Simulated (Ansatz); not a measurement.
A distorted cell of RuO₂ (rutile):

```
CELL_PARAMETERS angstrom
      4.43638     0.00000     0.00000
      0.00000     4.43638     0.00000
      0.00000     0.00000     3.24256
ATOMIC_POSITIONS crystal
  Ru 0.50000 0.50000 0.50000
  Ru 0.00000 0.00000 0.00000
  O  0.80567 0.80567 0.50000
  O  0.30567 0.69433 0.00000
  O  0.69433 0.30567 0.00000
  O  0.19433 0.19433 0.50000
```

The numbers are results of PBE (plane waves to 420 eV, PAW, scalar-relativistic; Ansatz, a program for electronic structure), not measurements. k mesh 10×10×15 (Γ-centred), Fermi-Dirac smearing 0.05 eV. E stands for the smeared free energy. Compression counts positive. As the atoms are clamped, bonds stretch with the cell, which overstates energies and stresses. With partly filled bands, the response to shear is sensitive to the k mesh, so small differences along c/a are uncertain. RuO2 is run without spin polarisation and with no Hubbard U. RuO2 was relaxed with its symmetry unable to fall.

**Question.** What is the stress tensor (GPa)?

**Answer.** 
```
    4.5      0.0      0.0
    0.0      4.5      0.0
    0.0      0.0    -14.7
```
The pressure, a third of the trace, is -1.9 GPa.

**Question.** It is the relaxed cell deformed to V/V₀ = 1.000, (c/a)/(c/a)₀ = 1.060, c along z, fractional positions held. What is its energy relative to the relaxed cell?

**Answer.** 25 meV/atom.

(Under strain, the slope of the energy per volume gives the stress and its curvature an elastic modulus.)
